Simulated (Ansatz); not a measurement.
# TiAl3: the cost of one run

Program: Ansatz 0.2.0. Level of theory: DFT PBEsol, scalar-relativistic, plane waves, PAW. These are calculated values, not measurements.

3 further runs of the same task are left out: 1 that didn't finish, 2 set aside as unsound or not needed. Runs told in other sessions of the task aren't counted.

### Step 1. The system as given

Symmetry: I4/mmm, No. 139, tetragonal system. The conventional cell has a = 3.816 Å, b = 3.816 Å, c = 8.554 Å, α = 90.00°, β = 90.00°, γ = 90.00°. Ti (site symmetry 4/mmm) is surrounded by 12 Al at 2.70 to 2.87 Å. Around Al (site symmetry 4/mmm) lie 4 Ti at 2.70 Å and 8 Al at 2.87 Å. Al (site symmetry -4m2) is surrounded by 8 Al at 2.70 to 2.87 Å and 4 Ti at 2.87 Å.

Coordinates:

```
CELL_PARAMETERS angstrom
-3.81555 0.00000 0.00000
0.00000 -3.81555 0.00000
0.00000 0.00000 17.10799
ATOMIC_POSITIONS crystal
Ti 0.00000 0.00000 0.00000
Ti 0.50000 0.50000 0.75000
Ti 0.00000 0.00000 0.50000
Ti 0.50000 0.50000 0.25000
Al 0.00000 0.00000 0.25000
Al 0.50000 0.50000 0.00000
Al 0.00000 0.00000 0.75000
Al 0.50000 0.50000 0.50000
Al 0.50000 0.00000 0.37500
Al 0.00000 0.50000 0.12500
Al 0.50000 0.00000 0.87500
Al 0.00000 0.50000 0.62500
Al 0.00000 0.50000 0.37500
Al 0.50000 0.00000 0.12500
Al 0.00000 0.50000 0.87500
Al 0.50000 0.00000 0.62500
```

It goes back to an entry of the Materials Project, which need not be the stable form.

It is built from the cell relaxed beforehand with the same method (15.57 Å³/atom).

### Step 2. Zero of the scan

Contents of input.yaml:

```yaml
crystal:
  lattice:
    - [-3.8155481469, 0.0, 0.0]
    - [0.0, -3.8155481469, 0.0]
    - [0.0, 0.0, 17.1079872322]
  atoms:
    - { symbol: Ti, position: [1.0, 0.0, 0.0] }
    - { symbol: Ti, position: [0.5, 0.5, 0.75] }
    - { symbol: Ti, position: [0.0, 0.0, 0.5] }
    - { symbol: Ti, position: [0.5, 0.5, 0.25] }
    - { symbol: Al, position: [0.0, 0.0, 0.25] }
    - { symbol: Al, position: [0.5, 0.5, 0.0] }
    - { symbol: Al, position: [0.0, 0.0, 0.75] }
    - { symbol: Al, position: [0.5, 0.5, 0.5] }
    - { symbol: Al, position: [0.5, 0.0, 0.375] }
    - { symbol: Al, position: [0.0, 0.5, 0.125] }
    - { symbol: Al, position: [0.5, 0.0, 0.875] }
    - { symbol: Al, position: [0.0, 0.5, 0.625] }
    - { symbol: Al, position: [0.0, 0.5, 0.375] }
    - { symbol: Al, position: [0.5, 0.0, 0.125] }
    - { symbol: Al, position: [0.0, 0.5, 0.875] }
    - { symbol: Al, position: [0.5, 0.0, 0.625] }
basis:
  ecutwfc: 420
kpoints:
  mp_grid: { grid: [12, 12, 3] }
hamiltonian:
  xc: pbesol
scf:
  occupations: { method: gaussian, width: 0.15 }
output:
  forces: true
  stress: true
  eigenvalues: true
  write_density: true
  write_potential: true
  elf: true
  volumetric_format: npy
```

On the command line:

```console
> ansatz run input.yaml --threads 2 --pin off --max-ram 5120MiB --backend cpu --events-out ev --progress --plain --runs-dir out
```

**Question.** How long does this run take on 2 threads of AMD EPYC 9R45 (Zen 5), shared host, and how much memory does it need?

About 14 s, with a peak of 0.96 GiB.
